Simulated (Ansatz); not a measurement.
What a trial cell of Ca relaxes into

All numbers below come from DFT PBE, scalar-relativistic, plane waves, PAW in Ansatz 0.2.0. Cutoff 420 eV, Γ-centred k mesh, Gaussian smearing, no spin polarisation in the final step.

A relaxed cell is given with its space group left out.

```yaml
crystal:
  lattice:
    - [4.42829, 2.55667, 9.98506]
    - [-4.42829, 2.55667, 9.98506]
    - [0.00000, -5.11335, 9.98506]
  atoms:
    - { symbol: Ca, position: [0.08044, 0.52722, 0.08044] }
    - { symbol: Ca, position: [0.08044, 0.08044, 0.52722] }
    - { symbol: Ca, position: [0.52722, 0.08044, 0.08044] }
    - { symbol: Ca, position: [0.91956, 0.47278, 0.91956] }
    - { symbol: Ca, position: [0.47278, 0.91956, 0.91956] }
    - { symbol: Ca, position: [0.91956, 0.91956, 0.47278] }
    - { symbol: Ca, position: [0.22692, 0.63038, 0.22692] }
    - { symbol: Ca, position: [0.22692, 0.22692, 0.63038] }
    - { symbol: Ca, position: [0.63038, 0.22692, 0.22692] }
    - { symbol: Ca, position: [0.77308, 0.36962, 0.77308] }
    - { symbol: Ca, position: [0.36962, 0.77308, 0.77308] }
    - { symbol: Ca, position: [0.77308, 0.77308, 0.36962] }
```

Energies count from the standard state of Ca at the same level.

Question: What space group does it have?

Answer: R-3m (No. 166). Conventional cell: a = 8.857 Å, c = 29.955 Å. Ca on Wyckoff site h (6 atoms of the primitive cell) has 6 Ca at 3.72–3.96 Å; around Ca on Wyckoff site h (6 atoms of the primitive cell) lie 6 Ca at 3.48–3.72 Å and 1 Ca at 3.96 Å.

Question: How far above the standard state of Ca does it lie?

Answer: 0.55 eV/atom.

Question: Is it a metal?

Answer: Yes, bands cross the Fermi level on the 6×6×6 mesh.

The final run used a 6×6×6 mesh on its 12-atom cell and 0.10 eV smearing. For metals, differences of a few meV/atom aren't resolved. The cell came from a trial start, so Ca may not exist in this structure.